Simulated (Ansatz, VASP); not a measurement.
## One calculation of SnO2 (Cassiterite), two programs

File INCAR:

```
  ALGO = Normal
  EDIFF = 1E-6
  ENCUT = 520
  GGA = PE
  ISIF = 2
  ISMEAR = 0
  LASPH = T
  LCHARG = F
  LREAL = F
  LWAVE = F
  NELM = 80
  PREC = Accurate
  SIGMA = 0.011
```

KPOINTS

```
k-points
0
Gamma
  6 6 8
```

Contents of POSCAR:

```
SnO2
1.0
    4.7380000000      0.0000000000      0.0000000000
    0.0000000000      4.7380000000      0.0000000000
    0.0000000000      0.0000000000      3.1865000000
Sn O
2 4
Direct
    0.5000000000      0.5000000000      0.5000000000
    0.0000000000      0.0000000000      0.0000000000
    0.8071000000      0.1929000000      0.5000000000
    0.6929000000      0.6929000000      0.0000000000
    0.1929000000      0.8071000000      0.5000000000
    0.3071000000      0.3071000000      0.0000000000
```

File input.yaml:

```yaml
crystal:
  lattice:
    - [4.738, 0.0, 0.0]
    - [0.0, 4.738, 0.0]
    - [0.0, 0.0, 3.1865]
  atoms:
    - { symbol: Sn, position: [0.5, 0.5, 0.5] }
    - { symbol: Sn, position: [0.0, 0.0, 0.0] }
    - { symbol: O, position: [0.8071, 0.1929, 0.5] }
    - { symbol: O, position: [0.6929, 0.6929, 0.0] }
    - { symbol: O, position: [0.1929, 0.8071, 0.5] }
    - { symbol: O, position: [0.3071, 0.3071, 0.0] }
hamiltonian:
  xc: pbe
  pseudopotentials: { kind: paw }
kpoints:
  mp_grid: { grid: [6, 6, 8] }
scf:
  occupations: { method: gaussian, width: 0.011 }
output:
  forces: true
  stress: true
  eigenvalues: true
```

Alike in both runs: task single point; functional PBE; k mesh 6 × 6 × 8; occupations gaussian, width 0.011 eV; no spin polarisation.

```csv
,VASP,Ansatz
version,VASP 6.6.1,Ansatz 0.2.0
potentials or method,"VASP PAW PBE potentials, release 64 (Sn_d, O)",Ansatz PAW
plane-wave cutoff (eV),520,420
valence electrons in the cell,52,52
```

```tsv
	VASP	Ansatz	Ansatz less VASP
gap on the k mesh at the Fermi level (eV)	1.27	1.28	+0.010
least direct gap on the mesh (eV)	1.27	1.28	+0.010
pressure (GPa)	11.8	11.1	-0.73
largest component of the traceless stress (GPa)	2.20	1.97	-0.234
rms of the force components (eV/Å)	0.139	0.130	-0.0091
```

Atom by atom the forces differ by 0.009 eV/Å (rms over components).

Caveats: spin-orbit coupling is left out, which moves the levels of the heavy elements; the pressure holds a Pulay correction of +0.8 GPa for the finite cutoff (Ansatz).
